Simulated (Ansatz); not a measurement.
# AlN: a single-point run

Aim: a sound single-point run of AlN. The structure is shown as the input types it. The cell is built on a prototype (CsCl type) and needn't be the phase found in nature.

Program: Ansatz 0.2.0. Level of theory: density functional or hybrid calculation with the settings of its input, plane waves (as first typed). These are calculated values, not measurements.

4 further runs of the same task are left out: 4 that didn't finish.

**1. The structure to begin with**

The structure is cubic, space group Pm-3m (No. 221). The conventional cell has a = 2.585 Å, b = 2.585 Å, c = 2.585 Å, α = 90.00°, β = 90.00°, γ = 90.00°. Around Al (site symmetry m-3m) lie 8 N at 2.24 Å. N (site symmetry m-3m) is surrounded by 8 Al at 2.24 Å.

Coordinates:

```
CELL_PARAMETERS angstrom
2.58546 0.00000 0.00000
0.00000 2.58546 0.00000
0.00000 0.00000 2.58546
ATOMIC_POSITIONS crystal
Al 0.00000 0.00000 0.00000
N 0.50000 0.50000 0.50000
```

**2. The run**

Input file input.yaml:

```yaml
crystal:
  lattice:
    - [2.5854596279, 0.0, 0.0]
    - [0.0, 2.5854596279, 0.0]
    - [0.0, 0.0, 2.5854596279]
  atoms:
    - { symbol: Al, position: [0.0, 0.0, 0.0] }
    - { symbol: "N", position: [0.5, 0.5, 0.5] }
kpoints:
  mp_grid: { grid: [6, 6, 6] }
hamiltonian:
  xc: r2scan
scf:
  occupations: { method: fermi_dirac, width: 0.02 }
  n_extra_bands: 4
  max_iter: 69
output:
  forces: true
  stress: true
  eigenvalues: true
basis:
  ecutrho_ratio: 2
```

Launch:

```
ansatz run input.yaml --threads 4 --pin off --max-ram 3686MiB --backend cpu --events-out ev --progress --plain --runs-dir out
```

What happens when this is run?

The run converged and reported no error, with warnings (cutoff below recommended). Its log warns: «basis.ecutrho_ratio = 2 (ecutrho = 1000 eV) is below the records' recommended 2000 eV»

The suspect setting: basis.ecutrho_ratio is 2. The density grid can't hold the products of the orbitals.

To check: delete basis.ecutrho_ratio (the default then holds).
